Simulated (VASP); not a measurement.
The system is ZrB2.

```xyz
3
Lattice="3.1700 0.0000 0.0000 -1.5850 2.7453 0.0000 0.0000 0.0000 3.5330" Properties=species:S:1:pos:R:3 pbc="T T T"
Zr    0.0000    0.0000    0.0000
B     1.5850    0.9151    1.7665
B     0.0000    1.8302    1.7665
```

* Program: VASP 6.6.1
* Task: single point
* Functional: PBEsol
* Potentials or basis: VASP PAW PBE potentials, release 64 (Zr_sv, B)
* Cutoff: 520 eV
* k mesh: 10 × 10 × 8
* Occupations: fermi-dirac, width 0.05 eV
* Spin: no spin polarisation

On this cell: pressure -3.8 GPa; largest force under 0.003 eV/Å; band gap on the k mesh none (metal or under the smearing width).

The same run follows on a disturbed copy (atoms moved at random, drawn with an rms of 0.05 Å):

```xyz
3
Lattice="3.1700 0.0000 0.0000 -1.5850 2.7453 0.0000 0.0000 0.0000 3.5330" Properties=species:S:1:pos:R:3 pbc="T T T"
Zr   -0.0317    0.0579   -0.0309
B     1.5522    0.9061    1.7516
B     0.0305    1.8258    1.8164
```

What does the disturbed cell give?

The energy (extrapolated to zero smearing) moves by +28.4 meV/atom; pressure -2.7 GPa; largest force 1.248 eV/Å; band gap on the k mesh none (metal or under the smearing width).

Forces in eV/Å, atoms in the order of the input:
```
Zr   0.375 -0.835  0.680
B    0.539  0.396  0.047
B   -0.914  0.439 -0.727
```

Stress tensor (GPa, compression positive):
```
-2.53  0.45  0.44
 0.45 -2.77 -0.71
 0.44 -0.71 -2.93
```

Caveats: the PAW data sets were made with another functional, which shifts forces and pressure a little.
